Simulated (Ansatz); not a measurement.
## Gold (dhcp) across density functionals

All rows: Ansatz, plane waves with scalar-relativistic PAW, 420 eV (500 eV for the SCAN forms), relaxed under each functional, no dispersion correction, no zero-point motion. B₀ comes from uniform scaling at fixed shape; a dash is a value not given.

```csv
functional,V (Å³/atom),cell,B₀ (GPa),magnetic state,ΔE to fcc (meV/atom)
PBE,17.98,"a = 2.918 Å, c = 9.755 Å (c/a = 3.343)",138,spin not included,3
r²SCAN,17.55,"a = 2.893 Å, c = 9.687 Å (c/a = 3.349)",151,spin not included,6
PBEsol,17.02,"a = 2.868 Å, c = 9.554 Å (c/a = 3.331)",173,spin not included,2
LDA,16.58,"a = 2.844 Å, c = 9.468 Å (c/a = 3.330)",193,spin not included,2
revPBE,18.36,"a = 2.937 Å, c = 9.830 Å (c/a = 3.347)",124,spin not included,3
RPBE,18.52,"a = 2.945 Å, c = 9.861 Å (c/a = 3.348)",119,spin not included,3
```

What does BLYP give?

V (Å³/atom): 19.48; cell: a = 2.982 Å, c = 10.117 Å (c/a = 3.392); B₀ (GPa): 101; magnetic state: spin not included; ΔE to fcc (meV/atom): 2.
